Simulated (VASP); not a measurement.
Crystal: KBr.

```
K Br
1.0
     0.00000    3.35045    3.35045
     3.35045    0.00000    3.35045
     3.35045    3.35045    0.00000
K Br
1 1
Cartesian
  0.0000 0.0000 0.0000
  3.3504 3.3504 3.3504
```

| Property | Result |
| --- | --- |
| Program | VASP 6.6.1 |
| Task | relaxation of cell and atoms |
| Functional | PBEsol |
| Potentials or basis | VASP PAW PBE potentials, release 64 (K_sv, Br) |
| Cutoff | 600 eV |
| k mesh | 6 × 6 × 6 |
| Occupations | gaussian, width 0.02 eV |
| Spin | no spin polarisation |

At the start: pressure -0.8 GPa; volume 37.61 Å³/atom.

How do energy, volume and symmetry change on relaxing?

Over 4 steps the energy falls by 6.6 meV/atom and the volume is 35.26 Å³/atom (-6.2 %); space group Fm-3m (No. 225, to 0.05 Å).

The path:
```
step  energy change (eV)  largest force (eV/Å)  pressure (GPa)  volume (Å³)
   1              0.0000                0.0000           -0.84        75.22
   2             -0.0090                0.0000           -0.50        73.09
   3             -0.0131                0.0000           -0.05        70.77
   4             -0.0131                0.0000            0.01        70.52
```

Final structure:
```yaml
crystal:
  lattice:
    - [0.00000, 3.27915, 3.27915]
    - [3.27915, 0.00000, 3.27915]
    - [3.27915, 3.27915, 0.00000]
  atoms:
    - { symbol: K, position: [0.00000, 0.00000, 0.00000] }
    - { symbol: Br, position: [0.50000, 0.50000, 0.50000] }
```

Caveat: the PAW data sets were made with another functional, which shifts forces and pressure a little.
